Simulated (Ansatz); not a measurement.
Crystal: Tc.

```
Tc
1.0
     2.73936    0.00000    0.00000
    -1.36968    2.37235    0.00000
     0.00000    0.00000    8.76968
Tc
4
Direct
  0.66667 0.33333 0.75000
  0.00000 0.00000 0.50000
  0.33333 0.66667 0.25000
  0.00000 0.00000 0.00000
```

| Item | Value |
| --- | --- |
| Program | Ansatz 0.2.0 |
| Task | single point |
| Functional | PBE |
| Potentials or basis | all-electron LAPW, scalar-relativistic |
| Cutoff | 262 eV (chosen from the basis error) |
| Basis error allowed | 0.001 eV/atom |
| k mesh | 11 × 11 × 3 |
| Occupations | fermi-dirac, width 0.05 eV |
| Spin | no spin polarisation |

On this cell: pressure 4.3 GPa; largest force under 0.003 eV/Å; band gap on the k mesh none (metal or under the smearing width).

The same run follows on a disturbed copy (atoms moved at random, drawn with an rms of 0.05 Å):

```
CELL_PARAMETERS angstrom
2.73936 0.00000 0.00000
-1.36968 2.37235 0.00000
0.00000 0.00000 8.76968
ATOMIC_POSITIONS crystal
Tc 0.65033 0.32669 0.75340
Tc 0.00672 0.99881 0.50295
Tc 0.34329 0.67664 0.24331
Tc 0.00310 0.00164 0.99845
```

**Question.** What does the disturbed cell give?

**Answer.** The energy (extrapolated to zero smearing) moves by +11.6 meV/atom; pressure 4.8 GPa; largest force 0.791 eV/Å; band gap on the k mesh none (metal or under the smearing width).

Forces in eV/Å, atoms in the order of the input:
```
Tc   0.197  0.077 -0.762
Tc  -0.121  0.009 -0.288
Tc  -0.033 -0.094  0.742
Tc  -0.043  0.008  0.309
```

Stress tensor (GPa, compression positive):
```
 4.35  0.54  0.01
 0.54  3.60 -0.13
 0.01 -0.13  6.31
```
